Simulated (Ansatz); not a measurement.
CuO:

```
Cu O
1.0
     3.28802    0.00000    0.00000
    -1.64401    2.84751    0.00000
     0.00000    0.00000    5.38502
Cu O
2 2
Direct
  0.66667 0.33333 0.00000
  0.33333 0.66667 0.50000
  0.66667 0.33333 0.62520
  0.33333 0.66667 0.12520
```

Measurements of this composition are mostly on another form, of space group No. 15.

Base run:

| Item | Value |
| --- | --- |
| Program | Ansatz 0.2.0 |
| Functional | r2SCAN |
| Potentials or basis | Ansatz PAW |
| Cutoff | 500 eV (not typed: the program's choice for these potentials) |
| k mesh | 9 × 9 × 5 |
| Occupations | fermi-dirac, width 0.05 eV |
| Spin | no spin polarisation |
| Hubbard terms | Cu d U = 5.3 eV |

Its results: band gap on the k mesh none (metal or under the smearing width); pressure -11.6 GPa; largest force 0.054 eV/Å.

Task: The run is repeated on the same cell with these changes: functional from r2SCAN to PBEsol; cutoff from 500 eV (not typed: the program's choice for these potentials) to 420 eV (not typed: the program's choice for these potentials). What comes out?

Result: Band gap on the k mesh none (metal or under the smearing width); pressure -12.2 GPa; largest force 0.065 eV/Å.

Caveats: the run has no spin polarisation, though such a crystal can be magnetic; U without spin polarisation on a metal has little footing; the PAW data sets come from PBE, with cores solved anew for the run's functional, which leaves a small shift of forces and pressure.
